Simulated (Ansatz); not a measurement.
Structure relaxation of Zn

Theory: Ansatz 0.2.0, DFT PBE, scalar-relativistic, plane waves, PAW. Cutoff 420 eV, Γ-centred k mesh, Gaussian smearing, no spin polarisation in the final step.

The start puts Zn on the alpha-boron structure type (R-3m, No. 166), at a guessed volume.

```
Zn
1.0
     3.20089    1.84803    5.45880
    -3.20089    1.84803    5.45880
     0.00000   -3.69607    5.45880
Zn
12
Direct
  0.01019 0.65361 0.01019
  0.01019 0.01019 0.65361
  0.65361 0.01019 0.01019
  0.98981 0.34639 0.98981
  0.34639 0.98981 0.98981
  0.98981 0.98981 0.34639
  0.22118 0.63060 0.22118
  0.22118 0.22118 0.63060
  0.63060 0.22118 0.22118
  0.77882 0.36940 0.77882
  0.36940 0.77882 0.77882
  0.77882 0.77882 0.36940
```

Cell and atoms relax at zero pressure; the relaxation can't lower the symmetry of the start. After a coarse first stage the cell is made exact in the group found at 0.06 Å.

Energies count from the standard state of Zn at the same level.

Which crystal results?

It keeps R-3m (No. 166), but not the shape of the type it started on. Conventional cell: a = 6.524 Å, c = 19.194 Å. Around Zn on Wyckoff site h (6 atoms of the primitive cell) lie 6 Zn at 2.49–2.70 Å; Zn on Wyckoff site h (6 atoms of the primitive cell) is coordinated by 7 Zn at 2.60–2.70 Å.

```cif
data_structure
_symmetry_space_group_name_H-M 'R-3m:H'
_symmetry_Int_Tables_number 166
_cell_length_a 6.5238
_cell_length_b 6.5238
_cell_length_c 19.1944
_cell_angle_alpha 90.000
_cell_angle_beta 90.000
_cell_angle_gamma 120.000
_cell_volume 707.46
loop_
_atom_site_label
_atom_site_type_symbol
_atom_site_symmetry_multiplicity
_atom_site_Wyckoff_symbol
_atom_site_fract_x
_atom_site_fract_y
_atom_site_fract_z
_atom_site_occupancy
Zn1 Zn 18 h 0.19739 0.80261 0.89570 1
Zn2 Zn 18 h 0.53349 0.46651 0.70323 1
```

What are its volume, energy, density and gap?

The volume per atom is 19.65 Å³, the density is 5.52 g/cm³ and the energy over the standard structure is 0.23 eV/atom. The gap on the 9×9×9 mesh is 0 eV (a metal).

The final run used a 9×9×9 mesh on its 12-atom cell and 0.10 eV smearing. The k mesh leaves about 4 meV/atom of noise in metals. A structure relaxed within its symmetry needn't be a true minimum. The steps took of the order of 14 core-minutes in all.